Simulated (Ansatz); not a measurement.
Level of theory: Ansatz 0.2.0, DFT PBE, scalar-relativistic, plane waves, PAW. Settings: cutoff 420 eV, Γ-centred meshes spaced at most about 0.3 Å⁻¹, and about 0.25 Å⁻¹ or finer for metals (2π included), Gaussian smearing. No spin polarisation.

All energies are static (0 K, no zero-point motion).

Question: Order these relaxed structures of Hf5O3 by energy, lowest first, with the energy over the lowest of them.
A. Space group C2/m (No. 12), monoclinic, a = 9.832 Å, b = 4.520 Å, c = 7.079 Å, β = 131.4°. Around Hf on a site of symmetry m lie 1 O at 2.27 Å, 2 O at 2.41–2.53 Å and 11 Hf at 3.04–3.30 Å; Hf on a second site of symmetry m has 4 O at 2.28–2.31 Å and 9 Hf at 3.03–3.21 Å; Hf on a site of symmetry 2/m is surrounded by 4 O at 2.21–2.26 Å and 12 Hf at 3.21–3.30 Å; O on a site of symmetry m is surrounded by 5 Hf at 2.21–2.31 Å and 1 Hf at 2.53 Å; 1 more site not described.
B. Space group R-3m (No. 166), trigonal, a = 3.226 Å, c = 39.376 Å. Hf on a site of symmetry 3m has 3 O at 2.32 Å and 9 Hf at 3.12–3.23 Å; Hf on a site of symmetry -3m is surrounded by 6 O at 2.22 Å; Hf on a second site of symmetry 3m is surrounded by 3 O at 2.38 Å and 12 Hf at 3.12–3.26 Å; O on a site of symmetry -3m has 6 Hf at 2.32 Å; 1 more site not described.
C. Space group R-3m (No. 166), trigonal, a = 3.239 Å, c = 38.846 Å. Hf on a site of symmetry 3m has 3 O at 2.32 Å and 12 Hf at 3.07–3.26 Å; around Hf on a site of symmetry -3m lie 6 O at 2.28 Å; Hf on a second site of symmetry 3m is surrounded by 3 O at 2.32 Å and 9 Hf at 3.07–3.24 Å; around O on a site of symmetry 3m lie 6 Hf at 2.28–2.32 Å; 1 more site not described.

Answer: A (0 meV/atom), C (12 meV/atom), B (83 meV/atom). Counting O atoms around Hf (those within 1.25 times the shortest such distance or 1.15 times the sum of covalent radii; a slash parts the counts of unlike sites): A has Hf 3/4; C has Hf 3/6; B has Hf 3/6. All come from invented guesses.

The k mesh leaves some 4 meV/atom of noise in the energy of each metallic cell. These runs have no spin–orbit coupling, which can matter for Hf. Cells relaxed within their symmetry can be saddle points. Some candidate types were left out of the draw beforehand, so a known form may be missing.
